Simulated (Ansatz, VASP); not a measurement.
**One calculation of Fe, two programs**

File INCAR:

```
PREC = Accurate
ENCUT = 520
EDIFF = 1E-6
ISMEAR = 0
SIGMA = 0.05
LREAL = F
LASPH = T
NELM = 150
ALGO = Normal
ISIF = 2
LWAVE = F
LCHARG = F
ISPIN = 2
MAGMOM = 2.41
LORBIT = 11
LMAXMIX = 4
GGA = PE
NBANDS = 14
```

File KPOINTS:

```
Automatic mesh
0
Gamma
  22 22 22
```

POSCAR

```
Fe
1.0
   -1.4155932731      1.4155932731      1.4155932731
    1.4155932731     -1.4155932731      1.4155932731
    1.4155932731      1.4155932731     -1.4155932731
Fe
1
Direct
    0.0000000000      0.0000000000      0.0000000000
```

Input for Ansatz:

```yaml
crystal:
  lattice:
    - [-1.4155932731, 1.4155932731, 1.4155932731]
    - [1.4155932731, -1.4155932731, 1.4155932731]
    - [1.4155932731, 1.4155932731, -1.4155932731]
  atoms:
    - { symbol: Fe, position: [0.0, 0.0, 0.0], spin: 2.41 }
basis:
  ecutwfc: 420
  ecutrho_ratio: 4
kpoints:
  mp_grid: { grid: [22, 22, 22] }
hamiltonian:
  xc: pbe
scf:
  occupations: { method: gaussian, width: 0.05 }
output:
  forces: true
  stress: true
  eigenvalues: true
  populations: true
magnetization:
  spin_polarized: true
```

Alike in both runs: task single point; functional PBE; k mesh 22 × 22 × 22; occupations gaussian, width 0.05 eV; collinear spin.

|  | VASP | Ansatz |
| --- | --- | --- |
| version | VASP 6.6.1 | Ansatz 0.2.0 |
| potentials or method | VASP PAW PBE potentials, release 64 (Fe) | scalar-relativistic, plane waves, PAW |
| plane-wave cutoff (eV) | 520 | 420 |
| valence electrons in the cell | 8 | 16 |

Ansatz gave:

| Property | Result |
| --- | --- |
| gap on the k mesh at the Fermi level (eV) | none |
| pressure (GPa) | -0.1 |
| net moment per atom (μB) | 2.16 |
| size of the moment on the site where the two differ most (μB) | 2.20 |

Problem. Which values does VASP return?

Solution. gap on the k mesh at the Fermi level (eV): none; pressure (GPa): -0.6; net moment per atom (μB): 2.18; size of the moment on the site where the two differ most (μB): 2.17.

Site moments also hang on the region over which each program counts them. A gap of «none» marks a metal or a gap that the smearing closes. The two sets of potentials don't hold the same shells in valence.
